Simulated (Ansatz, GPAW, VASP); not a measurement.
Mo: programs and potentials compared

```
Mo
1.0
    -1.58381    1.58381    1.58381
     1.58381   -1.58381    1.58381
     1.58381    1.58381   -1.58381
Mo
1
Cartesian
  0.0000 0.0000 0.0000
```

Alike in all runs: task single point; functional LDA; k mesh 12 × 12 × 12; occupations gaussian, width 0.02 eV; no spin polarisation; no spin-orbit coupling. LDA stands for any of its common fits. Pressure is positive in compression and, in plane waves, holds the error of the finite cutoff, which Ansatz's Pulay term estimates and takes out.

```json
{"program and potentials": "Ansatz, Ansatz PAW", "plane-wave cutoff (eV)": "420", "notes": "potentials made for PBE, which Ansatz adapts in part; 14 valence electrons an atom on average", "band gap (eV)": "no gap", "pressure (GPa)": "-14.28"}
{"program and potentials": "VASP, LDA PAW files Mo_pv, 520 eV", "plane-wave cutoff (eV)": "520", "notes": "12 valence electrons an atom on average", "band gap (eV)": "no gap", "pressure (GPa)": "-13.99"}
{"program and potentials": "VASP, LDA PAW files Mo_sv, release 54, 520 eV", "plane-wave cutoff (eV)": "520", "notes": "14 valence electrons an atom on average", "band gap (eV)": "no gap", "pressure (GPa)": "-13.15"}
{"program and potentials": "Ansatz, all-electron LAPW, scalar-relativistic", "plane-wave cutoff (eV)": "-", "notes": "-", "band gap (eV)": "no gap", "pressure (GPa)": "-14.20"}
{"program and potentials": "GPAW, the program's PAW data sets (release 1.2.1) made for this functional", "plane-wave cutoff (eV)": "600", "notes": "14 valence electrons an atom on average", "band gap (eV)": "no gap", "pressure (GPa)": "-15.09"}
```

None finds a gap. The pressure spans -15.09 (GPAW, the program's PAW data sets (release 1.2.1) made for this functional) to -13.15 GPa (VASP, LDA PAW files Mo_sv, release 54, 520 eV), with all-electron results at -14.20. The cell lies far from this level's equilibrium.

Differences between rows come from potentials, basis sets and numerical settings, since the functional is the same but for its coding. Runs on potential files found faulty are left out.
